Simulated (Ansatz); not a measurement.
## LiF: the change of phonon entropy and phonon heat capacity with temperature

Results calculated with Ansatz 0.2.0, not measured. Harmonic vibrational free energy, entropy and heat capacity at constant volume, per atom, from the force constants of a q mesh, imaginary modes left out; plane waves with PAW datasets, Gamma-centred k mesh.

Structure of every row (space group Fm-3m, No. 225):
```
LiF
1.0
      0.0000     2.0340     2.0340
      2.0340     0.0000     2.0340
      2.0340     2.0340     0.0000
Li F
1 1
Direct
  0.00000 0.00000 0.00000
  0.50000 0.50000 0.50000
```

Settings of every row: functional PBE; dispersion none; spin none; wave cutoff 420 eV; k mesh 12x12x12; occupations fixed; smearing width 0 eV; pressure 0 GPa; phonon method linear response; q mesh 4x4x4.

| row | temperature (K) | phonon entropy (kB/atom) | phonon heat capacity (kB/atom) | phonon free energy (meV/atom) |
| --- | --- | --- | --- | --- |
| 1 | 200 | 1.398 | 2.04 | 48.3 |
| 2 | 300 | 2.324 | 2.492 | 32.2 |
| 3 | 400 | 3.072 | 2.693 | 8.8 |
| 4 | 500 | ? | ? | ? |
| 5 | 600 | 4.201 | 2.856 | -54.4 |
| 6 | 700 | 4.644 | 2.893 | -92.6 |
| 7 | 800 | 5.032 | 2.917 | -134.3 |
| 8 | 900 | 5.377 | 2.934 | -179.2 |
| 9 | 1000 | 5.687 | 2.947 | -226.9 |

Question: what phonon entropy and phonon heat capacity should row 4 give?

Worked fit of phonon entropy. Entropy rises as the heat capacity times the change of ln T, so take t = ln(T / 300 K). The shown rows have t = -0.4055, 0, 0.2877, 0.6931, 0.8473, 0.9808, 1.0986, 1.204. Least squares give phonon entropy = 2.3464 + 2.47594 × t + 0.25904 × t² kB/atom; a straight line predicts inner rows, each left out in turn, worse (root mean square 0.062 against 0.018 kB/atom). The rows lie off it by 0.013, -0.022, -0.008, 0.014, 0.014, 0.008, -0.002, -0.016 (root mean square 0.013 kB/atom), a smooth pattern that one more power would take up: the form is only approximate. The slope at t = 0, 2.48 kB/atom, estimates the heat capacity at 300 K. The withheld row has t = 0.5108, so the fit gives 2.3464 + 2.47594 × (0.5108) + 0.25904 × (0.5108)² = 3.679 kB/atom.

The calculation gave 3.685 kB/atom. The fit lies 0.006 kB/atom (0.14 % of the column's range) below it; its largest miss of a shown row is 0.022 kB/atom.

Worked fit of phonon heat capacity. At high temperature a harmonic heat capacity falls short of its limit by a term in 1/T², so take t = (100 K / T)². The shown rows have t = 0.25, 0.11111, 0.0625, 0.02778, 0.02041, 0.01562, 0.01235, 0.01. Least squares give phonon heat capacity = 2.9961 − 5.1418 × t + 5.273 × t² kB/atom; a straight line predicts inner rows, each left out in turn, worse (root mean square 0.031 against 0.0031 kB/atom). The rows lie off it by 0.000, 0.002, -0.002, -0.001, 0.000, 0.000, 0.001, 0.002. The constant, 2.9961 kB/atom, is to be held against the harmonic limit of 3 k_B an atom. The withheld row has t = 0.04, so the fit gives 2.9961 − 5.1418 × (0.04) + 5.273 × (0.04)² = 2.799 kB/atom.

The calculation gave 2.797 kB/atom. The fit lies 0.002 kB/atom (0.22 % of the column's range) above it; its largest miss of a shown row is 0.002 kB/atom.

The other values of row 4: phonon free energy -20.4 meV/atom.
